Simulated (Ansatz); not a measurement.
**Structure types of Ag at zero pressure (relativity switched off)**

Structure types of Ag are relaxed in primitive cells with their symmetry kept at 0 GPa, first on PAW files, then by LAPW. The enthalpy is E + pV at zero temperature, without zero-point motion. Only the types listed were tried, and differences under about 5 meV/atom are mesh noise.

Level of theory: DFT with PBE, non-relativistic, in Ansatz 0.2.0; Fermi–Dirac smearing of 0.05 eV, no spin polarisation. LAPW: all electrons, basis error target 0.5 meV/atom.

k meshes: fcc 17×17×17, bcc 18×18×18, hcp 16×16×9.

**Question.** Which type is lowest in enthalpy, and by how much?

**Answer.** hcp, 3 meV/atom below fcc, which is within the noise of the k meshes. The whole table:

```tsv
start type	ends as	a, b, c (Å)	V (Å³/atom)	H − H(lowest), LAPW (meV/atom)
fcc	fcc, Fm-3m	4.257, 4.257, 4.257	19.29	2.6
bcc	bcc, Im-3m	3.389, 3.389, 3.389	19.47	27.2
hcp	hcp, P6_3/mmc	3.013, 3.013, 4.912	19.31	0.0
```
